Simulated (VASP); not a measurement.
A run of VASP 6.6.1 is set up as follows.

File INCAR:

```
SYSTEM = WC
  PREC = Accurate
  ENCUT = 520
  EDIFF = 1E-7
  ISMEAR = 0
  SIGMA = 0.027000000000000003
  LREAL = .False.
  LASPH = .True.
  NELM = 100
  ALGO = Normal
  ISIF = 2
  LWAVE = .False.
  LCHARG = .True.
  GGA = PE
  LELF = .True.
  LVHAR = .True.
  NBANDS = 16
```

File KPOINTS:

```
Automatic mesh
0
Gamma
  10 10 9
  0 0 0
```

The input POSCAR:

```
WC
1.0
    2.9065000000      0.0000000000      0.0000000000
   -1.4532500000      2.5171028361      0.0000000000
    0.0000000000      0.0000000000      2.8366000000
W C
1 1
Direct
    0.0000000000      0.0000000000      0.0000000000
    0.6666666667      0.3333333333      0.5000000000
```

Potentials or basis: VASP PAW PBE potentials, release 64 (W_sv, C).

Launch:

```sh
$ cat potpaw_PBE.64/W_sv/POTCAR potpaw_PBE.64/C/POTCAR > POTCAR
$ mpirun -np 1 vasp_std > vasp.out
```

**Question.** Predict the pressure.

**Answer.** 6.7 GPa.

**Question.** Predict the band gap on the k mesh.

**Answer.** None (metal or under the smearing width).

Stress tensor (GPa, compression positive):
```
6.95 0.00 0.00
0.00 6.95 0.00
0.00 0.00 6.29
```

The run has no spin-orbit coupling, so splittings on W are missing.
